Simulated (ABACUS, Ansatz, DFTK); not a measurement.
# PbTe: energy against volume and a worked fit

Symmetry: Fm-3m, No. 225, cubic system. The conventional cell has a = 6.462 Å, b = 6.462 Å, c = 6.462 Å, α = 90.00°, β = 90.00°, γ = 90.00°. Around Pb (site symmetry m-3m) lie 6 Te at 3.23 Å. Around Te (site symmetry m-3m) lie 6 Pb at 3.23 Å.

The cell was scaled at fixed shape and fractions and run with Ansatz, Ansatz PAW, cutoff 420 eV; PBEsol, k mesh 7 × 7 × 7 on the cell of 2 atoms, fermi-dirac occupations of 0.05 eV, no spin polarisation, no spin-orbit coupling. The potentials were made for PBE. Energies are those that the program minimises, any entropy of the smearing included.

```tsv
V (Å³/atom)	energy over the lowest row (meV/atom)
31.7058	13.025
32.3804	4.316
33.0550	0.138
33.7296	0.000
34.4042	?
35.0788	10.197
35.7533	19.807
```

Question: Fit the third-order Birch-Murnaghan form, give V0, B0 and B′, and predict the energy left open.

Answer: With y = (V0/V)^(2/3), E = E0 + (9 V0 B0/16) [(y - 1)³ B′ + (y - 1)² (6 - 4y)]. Least squares through the rows shown give V0 = 33.4132 Å³/atom, E0 = -0.411 meV, B0 = 44.79 GPa (1 eV/Å³ = 160.218 GPa) and B′ = 4.54, with a largest miss of 0.002 meV. At V = 34.4042 the form with these constants gives 3.481 meV; the run gave 3.482 meV an atom. Other set-ups at this level, from all their volumes (Å³/atom, GPa): ABACUS, PseudoDojo NC SR 0.4.1 PBEsol standard, plane waves: V0 33.445, B0 44.91; Ansatz, PseudoDojo PBEsol stringent: V0 33.428, B0 44.73; Ansatz, PseudoDojo PBEsol: V0 33.355, B0 44.9; DFTK, PseudoDojo SR PBEsol 0.4.1 standard (PBEsol): V0 33.446, B0 44.9. Measured volume: 33.71 Å³/atom at 300 K (pmc:10701875, doi:10.1021/acsomega.3c06502), so the fit lies -0.9 % from it. The runs are for a static lattice.
